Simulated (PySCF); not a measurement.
Compound: propanoic acid, C₃H₆O₂.
Geometry (PBE0-D3(BJ)/def2-TZVP, Å), atoms numbered from 1 in this order:
```
atom  x, y, z in Å
C1    -1.3227    0.1971    0.7863
C2    -0.0367   -0.5266    0.4485
C3     0.8755    0.2767   -0.4323
O4     0.7083    1.4171   -0.7682
O5     1.9512   -0.4372   -0.8141
H6    -1.9127   -0.3837    1.4971
H7    -1.1155    1.1742    1.2238
H8    -1.9271    0.3614   -0.1070
H9    -0.2219   -1.4823   -0.0503
H10    0.5323   -0.7759    1.3506
H11    2.4908    0.1507   -1.3609
```

Computed with PySCF at wB97X-D/pcSseg-2, non-relativistic, on one gas-phase PBE0-D3(BJ)/def2-TZVP geometry that isn't relaxed in the solvent. The solvent is an IEF-PCM continuum (Bondi radii, 1.10 Å for H, scaled by 1.2). The model holds no explicit solvent molecules, cavitation or dispersion.

Gas phase at wB97X-D/pcSseg-2: HOMO -10.07 eV, LUMO 2.07 eV, dipole 1.68 D.

Question: What does the continuum do to the energy, the frontier levels and the dipole at wB97X-D/pcSseg-2 in chloroform?

Answer: 
```csv
solvent,ε,E(solvent) − E(gas) (kcal/mol),polarisation term (kcal/mol),distortion of the solute (kcal/mol),HOMO (eV),LUMO (eV),dipole (D)
chloroform,4.711,-4.77,-5.21,0.44,-10.15,2.10,2.09
```

The polarisation term is half the interaction of the solute with the surface charges that it induces; the rest is the cost of distorting the solute's density. The sum is the electrostatic part of solvation alone.

Question: Which radius a makes the point-dipole formula ΔE = −[(ε − 1)/(2ε + 1)]·μ²/a³ give the value in chloroform, with the gas-phase dipole?

Answer: μ = 0.661 au and |ΔE| = 0.00760 Eh give a = 1.45 Å; the farthest nucleus lies 2.92 Å from the centroid of the nuclei, so such a sphere wouldn't even hold the nuclei. The formula assumes a rigid point dipole at the centre of a sphere.

Question: Give the dipole vector in the frame of the coordinates (D, pointing from negative to positive charge), gas and chloroform.

Answer: Gas (0.21, -1.58, 0.52), solvent (0.31, -1.97, 0.62). Its length changes by +24 % and its direction by 2°.

wB97X-D is run here without its empirical dispersion term; that term would change no orbital, density or response property at a fixed geometry.
